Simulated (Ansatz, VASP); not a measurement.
# KCl (Sylvite) in two plane-wave programs, part 2 of 2

Wanted: the spread between two codes on one cell, functional and k mesh. The cell is taken from a series of VASP runs on this material, whose earlier steps may have relaxed, scaled or displaced it; both programs get it as it stands.

VASP 6.6.1 and Ansatz 0.2.0.

So far: Set-up; VASP: elastic constants, LDA.

### 3. Ansatz: elastic constants, LDA

Level of this step: Ansatz beside VASP: Kohn-Sham DFT, plane waves, LDA (Ansatz).

Ansatz runs on its default PAW (the set named soft_2) files.

The same cell, functional (in two slightly different forms), mesh and smearing now go to Ansatz, which takes its cutoff from its data sets.

The input, input.yaml:

```yaml
crystal:
  lattice:
    - [0.0, 3.0415928823, 3.0415928823]
    - [3.0415928823, 0.0, 3.0415928823]
    - [3.0415928823, 3.0415928823, 0.0]
  atoms:
    - { symbol: K, position: [0.0, 0.0, 0.0] }
    - { symbol: Cl, position: [0.5, 0.5, 0.5] }
hamiltonian:
  xc: lda
  pseudopotentials: { kind: paw }
kpoints:
  mp_grid: { grid: [8, 8, 8] }
scf:
  occupations: { method: gaussian, width: 0.03 }
elastic:
  mode: relaxed_ion
  stencil: two_point
output:
  forces: true
  stress: true
```

The run is started by

```console
> ansatz run input.yaml --threads 4 --pin off --max-ram 9216MiB --backend cpu --events-out ev --progress --plain --runs-dir out
```

Numbers of over 12 decimals in the logs are rounded to 6 here.

Log:

```text
Engine: ansatz 0.2.0, x86_64-unknown-linux-gnu
Pseudopotentials: kind: paw
Pseudopotential: K, paw, valence charge 9, recommended cutoff 420 eV (normal), K.paw.azcp
Pseudopotential: Cl, paw, valence charge 7, recommended cutoff 420 eV (normal), Cl.paw.azcp
Functional definition: SPW92
  exchange = slater_x
  correlation = pw_c
Crystal: 2 atoms, lattice volume = 56.277 Å³
Basis set: ecut = 420 eV, 1067 PW (Γ)
Bands: 12, of which v1, the nominal top of the filled ones, is band 8 counted from 1 (7 counted from 0)
Symmetry: 48 space group operations
Space group: Fm-3m (ITA 225), of the structure as read, at distance tolerance 3.8e-5 Å
k-points: 29 of 512
Non-local potential: K, projectors of the file, l = 0: 3, l = 1: 2, l = 2: 2
Non-local potential: Cl, projectors of the file, l = 0: 2, l = 1: 2, l = 2: 2
PAW form: soft (Blöchl's): semilocal exchange-correlation on the pseudo side does not see the compensation charge
PAW frozen core: K, regenerated for the run's functional, and the local potential with it (the file was generated under x = pbe(κ = 0.804, μ = 0.219515), c = pbe(β = 0.066725))
PAW frozen core: Cl, regenerated for the run's functional, and the local potential with it (the file was generated under x = pbe(κ = 0.804, μ = 0.219515), c = pbe(β = 0.066725))
PAW one-centre angular grid: K, 110 points (default); XC on 64 Gauss nodes
PAW one-centre angular grid: Cl, 110 points (default); XC on 64 Gauss nodes
Initial density: superposition of atomic densities (neutral atoms: chi_scale 0, normalization atom), corrected by the library's trained network
Initial wavefunctions: pseudopotential atomic-orbital guess
Functional: x = slater, c = lda
SCF iter   1: F=—  HF=-2544.300652 eV  |F-HF|=—  |Δ(HF+E_count)|=         —  Δρ=6.57e-3  dr2=2.33e-2  ethr=1.77e-3  ⟨swp⟩=6.1  Hψ=2206  notcnv=0
preconditioner: auto → none  [insulator: Δε(μ)=4.982 eV  Ē_g=15.078 eV  σ=0.030 eV  W_gap=1.00  n_scr=14 (ndim 8)  ℏωp=18.5 eV  f_vac=0.068  D(μ)=0.00/eV (n_scr^D=0)  ε∞_Penn≈2.5]
SCF iter   2: F=—  HF=-2544.292597 eV  |F-HF|=—  |Δ(HF+E_count)|=   8.06e-3  Δρ=2.97e-3  dr2=2.13e-3  ethr=1.46e-4  ⟨swp⟩=2.3  Hψ=805  notcnv=0
SCF iter   3: F=—  HF=-2544.291962 eV  |F-HF|=—  |Δ(HF+E_count)|=   6.35e-4  Δρ=9.72e-4  dr2=2.96e-4  ethr=1.33e-5  ⟨swp⟩=2.0  Hψ=552  notcnv=0
SCF iter   4: F=—  HF=-2544.291874 eV  |F-HF|=—  |Δ(HF+E_count)|=   8.73e-5  Δρ=8.69e-5  dr2=3.53e-6  ethr=1.85e-6  ⟨swp⟩=2.3  Hψ=514  notcnv=0
SCF iter   5: F=—  HF=-2544.291872 eV  |F-HF|=—  |Δ(HF+E_count)|=   2.35e-6  Δρ=1.71e-5  dr2=3.70e-8  ethr=2.21e-8  ⟨swp⟩=3.0  Hψ=563  notcnv=0
SCF iter   6: F=—  HF=-2544.291868 eV  |F-HF|=—  |Δ(HF+E_count)|=   3.63e-6  Δρ=1.03e-6  dr2=5.39e-10  ethr=2.31e-10  ⟨swp⟩=1.9  Hψ=537  notcnv=0
SCF iter   7: F=—  HF=-2544.291868 eV  |F-HF|=—  |Δ(HF+E_count)|=  1.76e-10  Δρ=1.54e-7  dr2=9.59e-12  ethr=3.37e-12  ⟨swp⟩=2.0  Hψ=534  notcnv=0
SCF iter   8: F=—  HF=-2544.291868 eV  |F-HF|=—  |Δ(HF+E_count)|=  1.36e-12  Δρ=2.02e-8  dr2=2.82e-13  ethr=5.99e-14 (applied; sched 1.00e-12)  ⟨swp⟩=3.0  Hψ=578  notcnv=0
SCF iter   9: F=-2544.291868 eV  HF=-2544.291868 eV  |F-HF|=0.00e0  |Δ(HF+E_count)|=  4.55e-13  Δρ=2.76e-9  dr2=5.21e-15  ethr=1.00e-12  ⟨swp⟩=4.0  Hψ=1015  notcnv=0
SCF 1 converged in 9 iterations: F = -2544.291868 eV  dr2 = 5.21e-15
  greatest PAW one-centre occupation: 0.985 electrons in one spin orbital (limit 2), on the K atom at site 0 (counted from 0), in its partial waves of l = 0
Crystal: 2 atoms, lattice volume = 56.165 Å³
Symmetry: 16 space group operations
k-points: 59 of 512
Initial density: handed on by an earlier stage of this run
Initial wavefunctions: those handed on with the density
iter 1 solved again at ethr=3.23e-8 eV; its pass at ethr=3.10e-3 eV (dr2=5.16e-6 eV) is discarded
[...]
preconditioner: auto → none  [insulator: Δε(μ)=5.104 eV  Ē_g=15.154 eV  σ=0.030 eV  W_gap=1.00  n_scr=14 (ndim 8)  ℏωp=18.5 eV  f_vac=0.042  D(μ)=0.00/eV (n_scr^D=0)  ε∞_Penn≈2.5]
[...]
SCF 2 converged in 7 iterations: F = -2544.291884 eV  dr2 = 1.21e-15
Crystal: 2 atoms, lattice volume = 56.390 Å³
[...]
preconditioner: auto → none  [insulator: Δε(μ)=5.091 eV  Ē_g=15.144 eV  σ=0.030 eV  W_gap=1.00  n_scr=14 (ndim 8)  ℏωp=18.5 eV  f_vac=0.050  D(μ)=0.00/eV (n_scr^D=0)  ε∞_Penn≈2.5]
[...]
SCF 3 converged in 5 iterations: F = -2544.291769 eV  dr2 = 4.33e-15
Symmetry: 8 space group operations
k-points: 95 of 512
[...]
preconditioner: auto → none  [insulator: Δε(μ)=5.097 eV  Ē_g=15.149 eV  σ=0.030 eV  W_gap=1.00  n_scr=14 (ndim 8)  ℏωp=18.5 eV  f_vac=0.046  D(μ)=0.00/eV (n_scr^D=0)  ε∞_Penn≈2.5]
SCF iter   2: F=—  HF=-2544.291863 eV  |F-HF|=—  |Δ(HF+E_count)|=   3.09e-7  Δρ=1.83e-5  dr2=1.09e-7  ethr=3.47e-9  ⟨swp⟩=1.0  Hψ=1146  notcnv=0
SCF iter   3: F=—  HF=-2544.291863 eV  |F-HF|=—  |Δ(HF+E_count)|=   2.38e-8  Δρ=1.50e-6  dr2=7.92e-10  ethr=6.82e-10  ⟨swp⟩=2.4  Hψ=1914  notcnv=0
SCF iter   4: F=—  HF=-2544.291863 eV  |F-HF|=—  |Δ(HF+E_count)|=  2.74e-10  Δρ=2.95e-7  dr2=4.13e-11  ethr=4.95e-12  ⟨swp⟩=2.0  Hψ=1872  notcnv=0
SCF iter   5: F=—  HF=-2544.291863 eV  |F-HF|=—  |Δ(HF+E_count)|=  1.82e-11  Δρ=6.11e-8  dr2=2.19e-12  ethr=2.58e-13 (applied; sched 1.00e-12)  ⟨swp⟩=2.0  Hψ=1811  notcnv=0
SCF iter   6: F=-2544.291863 eV  HF=-2544.291863 eV  |F-HF|=9.09e-13  |Δ(HF+E_count)|=  9.09e-13  Δρ=9.00e-9  dr2=2.94e-14  ethr=1.00e-12  ⟨swp⟩=3.0  Hψ=4370  notcnv=0
SCF 4 converged in 6 iterations: F = -2544.291863 eV  dr2 = 2.94e-14
iter 1 solved again at ethr=1.00e-12 eV; its pass at ethr=3.10e-3 eV (dr2=6.75e-11 eV) is discarded
SCF iter   1: F=—  HF=-2544.291863 eV  |F-HF|=—  |Δ(HF+E_count)|=         —  Δρ=8.95e-7  dr2=6.17e-11  ethr=1.00e-12  ⟨swp⟩=2.7  Hψ=8487  notcnv=0
SCF iter   2: F=—  HF=-2544.291863 eV  |F-HF|=—  |Δ(HF+E_count)|=  7.28e-12  Δρ=4.36e-7  dr2=1.24e-11  ethr=3.86e-13 (applied; sched 1.00e-12)  ⟨swp⟩=2.1  Hψ=1264  notcnv=0
SCF iter   3: F=—  HF=-2544.291863 eV  |F-HF|=—  |Δ(HF+E_count)|=  5.46e-12  Δρ=5.14e-8  dr2=4.58e-13  ethr=7.77e-14 (applied; sched 1.00e-12)  ⟨swp⟩=1.9  Hψ=1222  notcnv=0
SCF iter   4: F=-2544.291863 eV  HF=-2544.291863 eV  |F-HF|=0.00e0  |Δ(HF+E_count)|=    0.00e0  Δρ=6.22e-9  dr2=1.34e-14  ethr=1.00e-12  ⟨swp⟩=4.0  Hψ=3631  notcnv=0
SCF 5 converged in 4 iterations: F = -2544.291863 eV  dr2 = 1.34e-14
SCF converged after 9 iterations
Free energy (F): -2544.291868 eV
Harris-Foulkes:  -2544.291868 eV  (|F-HF|=0.00e0)
Internal energy: -2544.291868 eV  (E = F + TS)
E sigma→0 (E₀):  -2544.291868 eV
Fermi energy:    3.866346 eV
--- Per-component energies (eV) ---
  E_band       = -121.914861
  E_kinetic    = 416.073564
  E_local      = -792.858159  (includes V_loc(G=0)·N_el)
  E_nonlocal   = 45.645662
  E_hartree    = 261.977159
  E_xc         = -239.623073
  E_vxc        = -285.949110  (∫ρ·V_xc dr)
  E_paw        = -1368.004206  (= ΣΔE_a)
  E_vpaw       = -28.781234  (= ΣTr[D̂ρ^β])
  E_aug_tail   = 0.000096  (compensation charges beyond the density's cutoff)
  E_ewald      = -867.950904
  E_core_change = 0.447992  (= ΣΔE_core)
  E_smearing   = -0.000000  (= −TS)
  E_closure    = -0.000000  (closes the sum)
  Σ components = -2544.291868   (vs F -2544.291868, Δ=0.00e0)
--- Forces (eV/Å), atoms counted from 1 ---
  atom   1  K     -0.00000000     0.00000000     0.00000000
  atom   2  Cl     0.00000000    -0.00000000     0.00000000
  max |Σ_I F_I| component: 1.03e-29 eV/Å
--- Stress (GPa, compression-positive) ---
       -0.082708       0.000000      -0.000000
        0.000000      -0.082708       0.000000
       -0.000000      -0.000000      -0.082708
  P = ⅓ Tr σ = -0.0827 GPa (-0.827 kbar)
--- Band table (eV; the first three rows and the last of 29) ---
  k-point 0: bands = [... 4 lower, -9.0024, 1.3167, 1.3167, 1.3167, 6.4158, 9.4154, 9.4154, 9.4154]
  k-point 1: bands = [... 4 lower, -8.9519, 1.0704, 1.2467, 1.2467, 6.8430, 9.2919, 9.6340, 9.6340]
  k-point 2: bands = [... 4 lower, -8.8366, 0.5684, 1.0858, 1.0858, 7.7895, 9.2486, 10.2549, 10.2549]
  k-point 28: bands = [... 4 lower, -8.8833, 0.6887, 0.7606, 0.7606, 9.1274, 9.1274, 10.8656, 11.3475]
--- Elastic constants: 2 strain directions × 2 members + reference (group order 48) ---
  dense FFT box of the reference and of every strained cell: 30×30×30
  strains applied: 11, 23; error gains: componentwise 1.00 (the most a stress slope's error grows in a printed constant), spectral 1.73 (1 for all six strains in a standard setting)
  C = ∂σ_k/∂η_j (tension-positive GPa; Voigt order 11 22 33 23 13 12):
        58.205      6.665      6.665     -0.000     -0.000      0.000
         6.665     58.205      6.665      0.000     -0.000      0.000
         6.665      6.665     58.205      0.000      0.000      0.000
         0.000     -0.000     -0.000      6.485      0.000     -0.000
         0.000     -0.000      0.000      0.000      6.485     -0.000
         0.000     -0.000      0.000     -0.000     -0.000      6.485
  reference stress σ⁰ (GPa):      0.083      0.083      0.083      0.000      0.000     -0.000
  C* (energy form; C + prestress term) asymmetry max|C*_kj − C*_jk| = 5.329e-15 GPa — a small one proves nothing (zero by symmetry where the batch's group is 432, −43m or m−3m); a large one is finite-difference/SCF noise where every solve meets its electron count
  moduli (Voigt/Reuss/Hill, GPa): K = 23.84/23.84/23.84   G = 14.20/9.26/11.73   E = 30.23   ν = 0.289
  mechanically stable: yes (min eigenvalue of sym C = 6.49 GPa)
  strain η (Voigt 11):  stress-route row diagonal C_11 = 58.20 GPa, energy-path curvature d²(F+E_count+ΔE)/dδ²/Ω₀ = 58.20 GPa
         δ    σ_11 (GPa)             F (eV)   n_scf  n_hpsi   n_pw
    -2.000e-3      -0.0354       -2544.2918842       7   13585   1119   relax 0 steps, max|allowed force component| 1.55e-30 eV/Å
     2.000e-3       0.1974       -2544.2917689       5   11358   1124   relax 0 steps, max|allowed force component| 2.12e-30 eV/Å
  strain η (Voigt 23):  stress-route row diagonal C_44 = 6.49 GPa, energy-path curvature d²(F+E_count+ΔE)/dδ²/Ω₀ = 6.44 GPa
         δ    σ_23 (GPa)             F (eV)   n_scf  n_hpsi   n_pw
    -2.000e-3      -0.0130       -2544.2918628       6   21086   1121   relax 0 steps, max|allowed force component| 1.50e-29 eV/Å
     2.000e-3       0.0130       -2544.2918628       4   15932   1121   relax 0 steps, max|allowed force component| 1.54e-29 eV/Å
```

Wall time 1.8 s (4 threads of INTEL XEON PLATINUM 8581C at 2.30GHz (Emerald Rapids), shared host); peak memory 0.44 GiB.

Reading the cycles: dr2 is the Hartree energy of the density residual (eV), the measure of convergence; HF is the Harris–Foulkes estimate of the energy, which meets the free energy F at convergence.

The run ends at a pressure of -0.08 GPa.

### 4. Differences

Known differences besides the potentials themselves: the two LDA forms differ slightly; the cutoff is 420 eV in Ansatz and 700 eV in VASP; VASP's log shows a relativistic correction to its local exchange, Ansatz's none. Total energies have different zeros and are not compared.

The two programs side by side:

```
 quantity  Ansatz  VASP  difference
C11 (GPa)    58.2  59.9     -2.84 %
C22 (GPa)    58.2  59.9     -2.84 %
C33 (GPa)    58.2  59.9     -2.84 %
C12 (GPa)     6.7   6.7     -1.04 %
C13 (GPa)     6.7   6.7     -1.04 %
C23 (GPa)     6.7   6.7     -1.04 %
C44 (GPa)     6.5   6.3     +2.53 %
C55 (GPa)     6.5   6.3     +2.53 %
C66 (GPa)     6.5   6.3     +2.53 %
```

### 5. What came out

```json
{"difference in C11 (elastic constants, LDA)": "-2.8 %"}
```

What this shows: The difference in C11 is -2.8 % (elastic constants, LDA), within the 5 % picked in this series as the mark of a large difference. How closely two codes agree says nothing of how well the functional describes the real material.

[Lines on the potential files, build, host, timing and source positions are cut from VASP's logs without a mark.]

[Logs are printed without paths, hosts, clocks, repeated set-up lines and the standing remarks that a program may print on its own settings, such as how far it seeks lower states.]

[Hosts, paths, dates, database ids (printed as entryN), source tags and the programs' standing remarks are cut or masked in the printed files.]
